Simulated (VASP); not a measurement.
Al, 2 atoms in the cell. It takes space group P6_3/mmc (No. 194, hexagonal). Conventional cell: a = 2.864 Å, b = 2.864 Å, c = 4.677 Å, α = 90.00°, β = 90.00°, γ = 120.00°. Around Al (site symmetry -6m2) lie 12 Al at 2.86 Å. The cell was built by a generator and needn't be a form met in nature.

* Program: VASP 6.6.1
* Task: single point
* Functional: PBE
* Potentials or basis: VASP PAW PBE potentials, release 64 (Al)
* Cutoff: 520 eV
* k mesh: 8 × 8 × 4
* Occupations: gaussian, width 0.05 eV
* Spin: no spin polarisation
* Dipole correction: no
* Further INCAR settings: ALGO = Normal; EDIFF = 1e-06; NBANDS = 10

Potentials or basis: VASP PAW PBE potentials, release 64 (Al).

The run is started by

```console
$ cat potpaw_PBE.64/Al/POTCAR > POTCAR
$ mpirun -np 1 vasp_std > vasp.out
```

Hardware: 1 thread of AMD EPYC 9R14 (Zen 4), on a shared host.

Task: Estimate the wall time of this run.

Result: Run time: 5.3 s on 1 thread of AMD EPYC 9R14 (Zen 4), on a shared host, peak memory 0.11 GiB. Counts: scf iterations 10, k points 30.
